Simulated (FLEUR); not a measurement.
The system is SrCl2.

```
Sr Cl
1.0
     0.00000    3.48835    3.48835
     3.48835    0.00000    3.48835
     3.48835    3.48835    0.00000
Sr Cl
1 2
Direct
  0.00000 0.00000 0.00000
  0.75000 0.75000 0.75000
  0.25000 0.25000 0.25000
```

Base run:

```yaml
Program: FLEUR MaX-R8.1 (later development tree)
Functional: PBEsol
Potentials_or_basis: all-electron
Basis: FLAPW
Kmax: 4.1 1/bohr
k_mesh: 7 × 7 × 7
Occupations: fermi-dirac, width 0.05 eV
Spin: no spin polarisation
```

Its results: band gap on the k mesh 5.18 eV, indirect (least direct gap 5.48 eV).

The run is repeated on the same cell with these changes: functional from PBEsol to LDA. What comes out?

Band gap on the k mesh 4.92 eV, indirect (least direct gap 5.23 eV).

A k mesh can miss the band edges.
